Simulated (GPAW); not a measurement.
Wanted: an ASE script for a GPAW 26.7.0 run.

| Item | Value |
| --- | --- |
| Task | relaxation of cell and atoms |
| Functional | PBEsol |
| Dispersion | D3 |
| Potentials or basis | PAW data sets generated in the run's folder for this functional |
| Cutoff | 600 eV |
| Basis | pw |
| k mesh | 9 × 9 × 9 |
| Occupations | fermi-dirac, width 0.05 eV |
| Spin | no spin polarisation |
| Maxiter | 150 |
| Optimizer | BFGS |
| Fmax | 0.02 eV/Å |
| Max steps | 60 |
| Convergence | density=1e-05 forces=0.0001 |

AlPt:

```
Pt Al
1.0
     3.09155    0.00000    0.00000
     0.00000    3.09155    0.00000
     0.00000    0.00000    3.09155
Pt Al
1 1
Cartesian
  1.5458 1.5458 1.5458
  0.0000 0.0000 0.0000
```

Measurements of this composition are mostly on another form, of space group No. 198.

The input as run:

run.py

```python
from ase import Atoms
from ase.calculators.mixing import SumCalculator
from ase.filters import FrechetCellFilter
from ase.io import write
from ase.optimize import BFGS
from dftd3.ase import DFTD3
from gpaw import GPAW, PW, setup_paths

setup_paths.insert(0, '.')

atoms = Atoms(['Pt', 'Al'],
              cell=[[3.091546, 0.0, 0.0],
                    [0.0, 3.091546, 0.0],
                    [0.0, 0.0, 3.091546]],
              scaled_positions=[[0.5, 0.5, 0.5],
                                [0.0, 0.0, 0.0]],
              pbc=True)

calc = GPAW(mode=PW(600),
            xc='PBEsol',
            kpts={'size': (9, 9, 9), 'gamma': True},
            occupations={'name': 'fermi-dirac', 'width': 0.05},
            nbands=20,
            convergence={'density': 1e-05, 'forces': 0.0001},
            maxiter=150,
            txt='gpaw.txt')
atoms.calc = SumCalculator([calc, DFTD3(method='pbesol', damping='d3zero')])
opt = BFGS(FrechetCellFilter(atoms), trajectory='relax.traj', logfile='-')
done = opt.run(fmax=0.02, steps=60)
calc.write('gs.gpw')
write('result.traj', atoms)
print('Converged:', done)
print('Cell:', atoms.cell.cellpar().round(4))
print('Volume:', round(atoms.get_volume(), 4))
print(atoms.get_scaled_positions().round(5))
```

Potentials or basis: PAW data sets generated in the run's folder for this functional, pw.

The run is started by

```bash
$ gpaw-setup -f PBEsol Al Pt
$ OMP_NUM_THREADS=1 python run.py
```

Results of the run:

| Property | Result |
| --- | --- |
| Relaxed volume | 14.00 Å³/atom |
| Relaxed cell | a = 3.036 Å, b = 3.036 Å, c = 3.036 Å, α = 90.00°, β = 90.00°, γ = 90.00° |
| Space group after relaxing (to 0.05 Å) | Pm-3m (No. 221) |
| Energy gained by relaxing | 25.3 meV/atom |
| Ionic steps | 4 |
| Pressure after relaxing | 0.0 GPa |
| Band gap on the k mesh | none (metal or under the smearing width) |
| Dispersion energy per atom | -0.393 eV |

Caveat: later steps reuse the first step's grids; pairwise dispersion overbinds metals, which lowers pressure and volume.

Run time: 29 s on 1 thread of Intel(R) Xeon(R) 6975P-C (Granite Rapids), with other jobs on the host, peak memory 0.2 GiB.
